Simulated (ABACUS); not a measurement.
# MoS2 in ABACUS: equation of state, part 2 of 2

ABACUS 3.10.1.

## 3. Equation of state, PBEsol, 48.71 Å³/atom (volume scaled by 0.96)

The input, INPUT:

```
INPUT_PARAMETERS
suffix              MoS2
calculation         scf
basis_type          pw
pseudo_dir          ./
symmetry            1
dft_functional      pbesol
ecutwfc             81
pseudo_rcut         7
nspin               1
nbands              17
ks_solver           dav
smearing_method     fd
smearing_sigma      0.00367493
scf_thr             1e-08
scf_nmax            100
mixing_type         broyden
mixing_beta         0.7
cal_force           1
cal_stress          1
kpar                4
```

The input, STRU:

```
ATOMIC_SPECIES
Mo 95.9500 Mo.upf
S 32.0600 S.upf

LATTICE_CONSTANT
1.8897261246

LATTICE_VECTORS
3.1410920760 0.0000000000 0.0000000000
-1.5705460380 2.7202655334 0.0000000000
0.0000000000 0.0000000000 17.1003198802

ATOMIC_POSITIONS
Direct

Mo
0.0
1
0.0000000000 0.0000000000 0.0000000000 1 1 1

S
0.0
2
0.3333333333 0.6666666667 0.9105070200 1 1 1
0.3333333333 0.6666666667 0.0894929800 1 1 1
```

The input, KPT:

```
K_POINTS
0
Gamma
10 10 2 0 0 0
```

Potentials or basis: PseudoDojo NC SR 0.4.1 PBEsol standard, plane waves.

Started as:

```bash
$ OMP_NUM_THREADS=1 mpirun -np 4 abacus > log
```

It took 51 s on 4 MPI ranks of Intel Xeon Platinum 8259CL at 2.50GHz (Skylake/Cascade Lake), shared host; peak memory 0.84 GiB.

The run converged. Its results:

```
Free energy            : -2514.7506 eV
Largest force          : 0.573 eV/Å
Band gap on the k mesh : 1.85 eV, indirect (least direct gap 2.04 eV)
```

## 4. Equation of state, PBEsol, 49.72 Å³/atom (volume scaled by 0.98)

INPUT is that of step 3.

STRU: that of step 3 with these lines changed.

```diff
@@ -8,5 +8,5 @@
 LATTICE_VECTORS
-3.1410920760 0.0000000000 0.0000000000
--1.5705460380 2.7202655334 0.0000000000
-0.0000000000 0.0000000000 17.1003198802
+3.1627554646 0.0000000000 0.0000000000
+-1.5813777323 2.7390265783 0.0000000000
+0.0000000000 0.0000000000 17.2182568475
```

KPT is that of step 3.

Started as:

```bash
$ OMP_NUM_THREADS=1 mpirun -np 4 abacus > log
```

It took 54 s on 4 MPI ranks of Intel Xeon Platinum 8259CL at 2.50GHz (Skylake/Cascade Lake), shared host; peak memory 0.84 GiB.

The run converged. Its results:

| Item | Value |
| --- | --- |
| Free energy | -2514.7601 eV |
| Largest force | 0.200 eV/Å |
| Band gap on the k mesh | 1.79 eV, indirect (least direct gap 1.98 eV) |

## 5. Equation of state, PBEsol, 50.73 Å³/atom

INPUT is that of step 4.

STRU: that of step 4 with these lines changed.

```diff
@@ -8,5 +8,5 @@
 LATTICE_VECTORS
-3.1627554646 0.0000000000 0.0000000000
--1.5813777323 2.7390265783 0.0000000000
-0.0000000000 0.0000000000 17.2182568475
+3.1841260822 0.0000000000 0.0000000000
+-1.5920630411 2.7575340760 0.0000000000
+0.0000000000 0.0000000000 17.3345999500
```

KPT is that of step 4.

Started as:

```bash
$ OMP_NUM_THREADS=1 mpirun -np 4 abacus > log
```

Run time: 53 s. Hardware: 4 MPI ranks of Intel Xeon Platinum 8259CL at 2.50GHz (Skylake/Cascade Lake), shared host; peak memory 0.84 GiB.

It converged, with:

```yaml
Free_energy: -2514.7485 eV
Largest_force: 0.143 eV/Å
Band_gap_on_the_k_mesh: 1.73 eV, indirect (least direct gap 1.93 eV)
```

## 6. Equation of state, PBEsol, 51.75 Å³/atom (volume scaled by 1.02)

INPUT is that of step 5.

STRU: that of step 5 with these lines changed.

```diff
@@ -8,5 +8,5 @@
 LATTICE_VECTORS
-3.1841260822 0.0000000000 0.0000000000
--1.5920630411 2.7575340760 0.0000000000
-0.0000000000 0.0000000000 17.3345999500
+3.2052136244 0.0000000000 0.0000000000
+-1.6026068122 2.7757964233 0.0000000000
+0.0000000000 0.0000000000 17.4494019708
```

KPT is that of step 5.

Potentials or basis: PseudoDojo NC SR 0.4.1 PBEsol standard, plane waves.

Started as:

```bash
$ OMP_NUM_THREADS=1 mpirun -np 4 abacus > log
```

Run time: 57 s. Hardware: 4 MPI ranks of Intel Xeon Platinum 8259CL at 2.50GHz (Skylake/Cascade Lake), shared host; peak memory 0.88 GiB.

The run converged. Its results:

* Free energy: -2514.7179 eV
* Largest force: 0.457 eV/Å
* Band gap on the k mesh: 1.68 eV, indirect (least direct gap 1.87 eV)

## 7. Equation of state, PBEsol, 52.76 Å³/atom (volume scaled by 1.04)

INPUT is that of step 6.

STRU: that of step 6 with these lines changed.

```diff
@@ -8,5 +8,5 @@
 LATTICE_VECTORS
-3.2052136244 0.0000000000 0.0000000000
--1.6026068122 2.7757964233 0.0000000000
-0.0000000000 0.0000000000 17.4494019708
+3.2260272831 0.0000000000 0.0000000000
+-1.6130136416 2.7938215805 0.0000000000
+0.0000000000 0.0000000000 17.5627129508
```

KPT is that of step 6.

Started as:

```bash
$ OMP_NUM_THREADS=1 mpirun -np 4 abacus > log
```

It took 54 s on 4 MPI ranks of Intel Xeon Platinum 8259CL at 2.50GHz (Skylake/Cascade Lake), shared host; peak memory 0.88 GiB.

Results (log left out):

- Free energy: -2514.6704 eV
- Largest force: 0.748 eV/Å
- Band gap on the k mesh: 1.63 eV, indirect (least direct gap 1.82 eV)

## 8. Equation of state, PBEsol, 53.78 Å³/atom (volume scaled by 1.06)

INPUT is that of step 7.

STRU: that of step 7 with these lines changed.

```diff
@@ -8,5 +8,5 @@
 LATTICE_VECTORS
-3.2260272831 0.0000000000 0.0000000000
--1.6130136416 2.7938215805 0.0000000000
-0.0000000000 0.0000000000 17.5627129508
+3.2465757816 0.0000000000 0.0000000000
+-1.6232878908 2.8116171022 0.0000000000
+0.0000000000 0.0000000000 17.6745803806
```

KPT is that of step 7.

Started as:

```bash
$ OMP_NUM_THREADS=1 mpirun -np 4 abacus > log
```

It took 54 s on 4 MPI ranks of Intel Xeon Platinum 8259CL at 2.50GHz (Skylake/Cascade Lake), shared host; peak memory 0.88 GiB.

Results (log left out):

| Quantity | Value |
| --- | --- |
| Free energy | -2514.6077 eV |
| Largest force | 1.018 eV/Å |
| Band gap on the k mesh | 1.58 eV, indirect (least direct gap 1.77 eV) |

## 9. Equation of state, PBEsol

Potentials or basis: PseudoDojo NC SR 0.4.1 PBEsol standard, plane waves.

This step only gathers the single runs of the series.

What came out:

- Equilibrium volume: 49.65 Å³/atom
- Bulk modulus at fixed shape and positions: 55 GPa
- Pressure derivative of the bulk modulus: 4.4

Energy against volume, from the lowest point:
| volume (Å³/atom) | energy (meV/atom) |
| --- | --- |
| 47.690 | 14.21 |
| 48.705 | 3.17 |
| 49.720 | 0.00 |
| 50.735 | 3.87 |
| 51.749 | 14.06 |
| 52.764 | 29.89 |
| 53.779 | 50.79 |

Caveat: the cell was scaled at fixed shape and fractional positions, which overstates the stiffness of a crystal with free parameters, most of all of layers and chains.
